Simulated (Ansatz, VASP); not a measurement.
One calculation of GaSb, 3 ways

The starting cell:

```
CELL_PARAMETERS angstrom
0.00000 3.05900 3.05900
3.05900 0.00000 3.05900
3.05900 3.05900 0.00000
ATOMIC_POSITIONS crystal
Sb 0.75000 0.75000 0.75000
Ga 0.00000 0.00000 0.00000
```

Alike in all runs: task relaxation of cell and atoms; functional revPBE; k mesh 8 × 8 × 8; occupations fermi-dirac, width 0.05 eV; no spin polarisation; no spin-orbit coupling.

```
                        program and potentials  plane-wave cutoff (eV)                                                                                          notes  equilibrium volume (Å³/atom)
                            Ansatz, Ansatz PAW                     420  potentials made for PBE, which Ansatz adapts in part; 14 valence electrons an atom on average                         30.75
          VASP, PBE PAW files Ga_d, Sb, 600 eV                     600                                potentials made for PBE; 9 valence electrons an atom on average                         30.76
Ansatz, all-electron LAPW, scalar-relativistic                       -                                                                                              -                         30.74
```

The equilibrium volume spans 30.74 (Ansatz, all-electron LAPW, scalar-relativistic) to 30.76 Å³/atom (VASP, PBE PAW files Ga_d, Sb, 600 eV), with all-electron results at 30.74. Some sets were made for another functional than the one run, which can shift their rows. Relaxations stop with a little pressure left, so the last digit of a volume isn't settled.

The functional is the same throughout but for its coding, so the spread measures potentials, basis and numerics; runs on potential files found faulty are left out.
